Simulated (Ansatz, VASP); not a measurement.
## Two plane-wave programs on Te

Contents of INCAR:

```
  PREC = Accurate
  ENCUT = 520
  EDIFF = 1E-7
  ISMEAR = 0
  SIGMA = 0.15
  LREAL = F
  LASPH = T
  NELM = 100
  ALGO = Normal
  ISIF = 2
  LWAVE = F
  LCHARG = T
  GGA = PE
  LELF = T
  LVHAR = T
  NBANDS = 9
```

File KPOINTS:

```
regular mesh
0
Gamma
  15 15 15
```

File POSCAR:

```
Te
1.0
    2.2748757386      1.3134001201      1.8244410916
   -2.2748757386      1.3134001201      1.8244410916
    0.0000000000     -2.6268002401      1.8244410916
Te
1
Direct
    0.5000000000      0.5000000000      0.5000000000
```

Input for Ansatz:

```yaml
crystal:
  lattice:
    - [2.2748757386, 1.3134001201, 1.8244410916]
    - [-2.2748757386, 1.3134001201, 1.8244410916]
    - [0.0, -2.6268002401, 1.8244410916]
  atoms:
    - { symbol: Te, position: [0.5, 0.5, 0.5] }
basis:
  ecutwfc: 420
kpoints:
  mp_grid: { grid: [15, 15, 15] }
hamiltonian:
  xc: pbe
scf:
  occupations: { method: gaussian, width: 0.15 }
output:
  forces: true
  stress: true
  eigenvalues: true
```

This isn't the form of Te at room conditions, which is trigonal, of chains.

Alike in both runs: task single point; functional PBE; k mesh 15 × 15 × 15; occupations gaussian, width 0.15 eV; no spin polarisation.

|  | VASP | Ansatz |
| --- | --- | --- |
| version | VASP 6.6.1 | Ansatz 0.2.0 |
| potentials or method | VASP PAW PBE potentials, release 64 (Te) | scalar-relativistic, plane waves, PAW |
| plane-wave cutoff (eV) | 520 | 420 |
| valence electrons in the cell | 6 | 16 |

```tsv
	VASP	Ansatz	Ansatz less VASP
gap on the k mesh at the Fermi level (eV)	none	none	-
pressure (GPa)	0.0	0.0	+0.05
largest component of the traceless stress (GPa)	0.05	0.05	+0.001
```

A gap of «none» marks a metal or a gap that the smearing closes. With one functional, cell and mesh, what is left measures potentials, basis and numerics. The two sets of potentials don't hold the same shells in valence.

The runs have no spin-orbit coupling, so splittings on Te are missing.
